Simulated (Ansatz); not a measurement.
# Co (diamond type): how the settings move a single-point run

Aim: see which settings change the result for Co (diamond type), by how much, and at what cost.

Computed with Ansatz 0.2.0 (reference: DFT, PBE, all-electron LAPW, scalar-relativistic, unless a step's input says otherwise).

1 further run of the same task is left out (it didn't finish).

## 1. The structure to begin with

Symmetry: Fd-3m, No. 227, cubic system. The conventional cell has a = 4.546 Å, b = 4.546 Å, c = 4.546 Å, α = 90.00°, β = 90.00°, γ = 90.00°. Co (site symmetry -43m) has 4 Co at 1.97 Å as nearest neighbours.

Coordinates:

```cif
data_structure
_symmetry_space_group_name_H-M 'P 1'
_symmetry_Int_Tables_number 1
_cell_length_a 3.2147
_cell_length_b 3.2147
_cell_length_c 3.2147
_cell_angle_alpha 60.000
_cell_angle_beta 60.000
_cell_angle_gamma 60.000
_cell_volume 23.49
loop_
_atom_site_label
_atom_site_type_symbol
_atom_site_fract_x
_atom_site_fract_y
_atom_site_fract_z
_atom_site_occupancy
Co1 Co 0.87500 0.87500 0.87500 1
Co2 Co 0.12500 0.12500 0.12500 1
```

## 2. Reference

input.yaml

```yaml
crystal:
  lattice:
    - [0.0, 2.2731566244, 2.2731566244]
    - [2.2731566244, 0.0, 2.2731566244]
    - [2.2731566244, 2.2731566244, 0.0]
  atoms:
    - { symbol: Co, position: [-0.125, -0.125, -0.125], spin: 1.7 }
    - { symbol: Co, position: [0.125, 0.125, 0.125], spin: 1.7 }
magnetization:
  spin_polarized: true
kpoints:
  mp_grid: { grid: [15, 15, 15] }
scf:
  occupations: { method: fermi_dirac, width: 0.05 }
hamiltonian:
  xc: pbe
  pseudopotentials: { kind: all_electron, lapw: { basis_error: 0.001 } }
output:
  forces: true
  stress: true
  eigenvalues: true
  populations: true
```

Command:

```console
> ansatz run input.yaml --threads 1 --pin off --max-ram 3072MiB --backend cpu --events-out ev --progress --plain --runs-dir out
```

## 3. Variant: hubbard.sites [{species: Co, l: d, u_eff: 3.0}], hubbard.double_counting amf

Edit input.yaml of step 2 so:

```diff
@@ -17,2 +17,3 @@
   pseudopotentials: { kind: all_electron, lapw: { basis_error: 0.001 } }
+  hubbard: { sites: [{ species: Co, l: d, u_eff: 3.0 }], double_counting: amf }
 output:
```

Before running it: what results should come out? Wanted: for each run, ending; energy change; pressure; gap; force.

The runs gave:

```csv
run,ending,energy change,pressure (GPa),gap (eV),force (eV/Å),cycles,time
reference,converged,0,54.1,0.00,0.00,13,1.8 min
"1: hubbard.sites [{species: Co, l: d, u_eff: 3.0}], hubbard.double_counting amf",converged,-6.8 meV/atom (U changed: no physical gain or loss),54.4,0.00,0.00,22,3.1 min
```

Residual by cycle in the longest SCF loop of each run; runs are numbered as in the table. The quantity is the density residual dr2, in eV.

```csv
cycle,reference,run 1
1,0.69,0.903
3,0.141,0.26
5,0.00111,0.00131
7,5.9e-5,2.3e-4
9,8.3e-9,7.8e-5
11,1.6e-10,6.5e-5
12,6.4e-12,2.6e-5
14,-,2.4e-5
16,-,2.5e-6
18,-,2.3e-7
20,-,7.6e-8
22,-,3.7e-10
```

**Reading.** Changing the Hubbard U moves the energy by -6.8 meV/atom, and the pressure goes from 54.1 to 54.4 GPa. The U term adds an energy of its own, so the shift says nothing about which run is better. Cost: 22 SCF cycles against 13, 3.1 min against 1.8 min. A changed U is a change of model: its shifts are not errors of convergence. The structure is not at rest: the sound run finds 54 GPa, so these are no properties of the relaxed crystal. 
